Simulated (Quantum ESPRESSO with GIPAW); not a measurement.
# HfO2: how strain moves the 17O line

GIPAW runs (PBEsol, plane-wave PAW from pslibrary 1.0.0 recipes, cutoffs 55 and 330 Ry, one 4×4×6 mesh for all shielding runs; Quantum ESPRESSO with GIPAW, a patched development version; no spin-orbit coupling, no macroscopic shape term) on HfO2, space group P4_2/mnm before straining. The cell below is strained in the basal plane, with the c axis held, and the atoms are relaxed in pw.x at each strain, zero included.

```
CELL_PARAMETERS angstrom
4.81353 0.00000 0.00000
0.00000 4.81353 0.00000
0.00000 0.00000 3.20542
ATOMIC_POSITIONS crystal
Hf 0.50000 0.50000 0.50000
Hf 0.00000 0.00000 0.00000
O 0.80593 0.19407 0.50000
O 0.69407 0.69407 0.00000
O 0.30593 0.30593 0.00000
O 0.19407 0.80593 0.50000
```

The cell is a computed entry of the Materials Project; it need not be the form that is stable at ambient conditions.

The bonds are those of O (atom 3; bound to Hf3). One row is withheld.

| strain (%) | mean bond (Å) | σ_iso Hf (ppm) | σ_iso O (ppm) | span O (ppm) |
| --- | --- | --- | --- | --- |
| -2 | 2.0538 | 4915.51 | -105.23 | 235.6 |
| -1.5 | 2.0601 | 4913.76 | -106.98 | 231.1 |
| -1 | 2.0663 | ? | ? | ? |
| 0 | 2.0789 | 4904.57 | -112.68 | 218.7 |
| +0.5 | 2.0851 | 4900.26 | -114.73 | 214.8 |
| +1 | 2.0913 | 4896.07 | -116.66 | 208.9 |
| +2 | 2.1035 | 4886.05 | -120.65 | 197.1 |

**Task.** Fit σ_iso of O against strain, judge whether a straight line is enough, and predict the withheld row at -1 %.

1. With n = 6: Σx = 0.000, Σy = -676.93, Σx² = 11.5000, Σxy = -44.395.

2. Slope b = (nΣxy − ΣxΣy)/(nΣx² − (Σx)²) = -3.86 ppm per %, intercept a = (Σy − bΣx)/n = -112.82 ppm.

3. Residuals (run less line), in the order of the table: -0.13, +0.05, +0.14, +0.02, +0.02, -0.11 ppm. They bend in one sense; the largest is 0.9 % of the range of σ, so a line serves for most purposes and a parabola takes up the rest: σ = -112.72 − 3.870 x − 0.051 x², with residuals of 0.06 ppm or less.

4. At -1 % (inside the fitted range) the line gives -108.96 ppm and the parabola -108.90 ppm.

5. The run gives:

| strain (%) | mean bond (Å) | σ_iso Hf (ppm) | σ_iso O (ppm) | span O (ppm) |
| --- | --- | --- | --- | --- |
| -1 | 2.0663 | 4911.36 | -108.81 | 226.9 |

Prediction less run: the line misses by -0.15 ppm, the parabola by -0.09 ppm. By the parabola, a strain of +1 % changes σ of O by -3.92 ppm and one of −1 % by +3.82 ppm; the mean slope is -3.86 ppm per %, or 3.1 ppm for 0.01 Å of mean bond length. The shift moves the opposite way, scaled by the slope of a reference line. Over the table σ of Hf goes from 4915.51 to 4886.05 ppm. Zero strain is the database's lattice with relaxed atoms, not this functional's rest cell, and neither cutoff nor mesh was tested for the slopes. The omitted shape term, common to all sites, changes with strain too. This build of gipaw.x prints that it is not audited and that its numbers are no references by themselves. The relaxations ran on cheaper settings and stop at small residual forces, which adds noise that small residuals can't be told from. 17O is quadrupolar, so a real line also moves with the field gradient, which is not computed here. pw.x warned of eigenvalues not converged in some cycles of these runs, which then met the threshold.

[Banner, clock, file and message-heading lines were taken out of the pw.x and gipaw.x logs.]

[Logs are printed without paths, hosts, clocks, repeated set-up lines and the standing remarks that a program may print on its own settings, such as how far it seeks lower states.]

[Hosts, paths, dates, database ids (printed as entryN), source tags and the programs' standing remarks are cut or masked in the printed files.]
